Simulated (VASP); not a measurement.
Input of a VASP 6.6.1 run:

Contents of INCAR:

```
PREC = Accurate ; ENCUT = 900
EDIFF = 1E-8 ; ISMEAR = 0
SIGMA = 0.02 ; LREAL = False
LASPH = True ; NELM = 100
ALGO = Normal ; ISIF = 2
LWAVE = False ; LCHARG = False
GGA = PS ; ADDGRID = False
```

KPOINTS

```
regular mesh
0
Gamma
  9 9 9
```

The input POSCAR:

```
As
1.0
    2.7036817444      0.0000000000      0.0000000000
    0.0000000000      2.7036817444      0.0000000000
    0.0000000000      0.0000000000      2.7036817444
As
1
Direct
    0.5000000000      0.5000000000      0.5000000000
```

Potentials or basis: VASP PAW PBE potentials, release 64 (As).

Command:

```console
$ cat potpaw_PBE.64/As/POTCAR > POTCAR
$ mpirun -np 1 vasp_std > vasp.out
```

(1) Predict the pressure.

(2) Estimate the band gap on the k mesh.

Results:

(1) -1.6 GPa.

(2) none (metal or under the smearing width).

Caveat: the PAW data sets were made with another functional, which shifts forces and pressure a little.
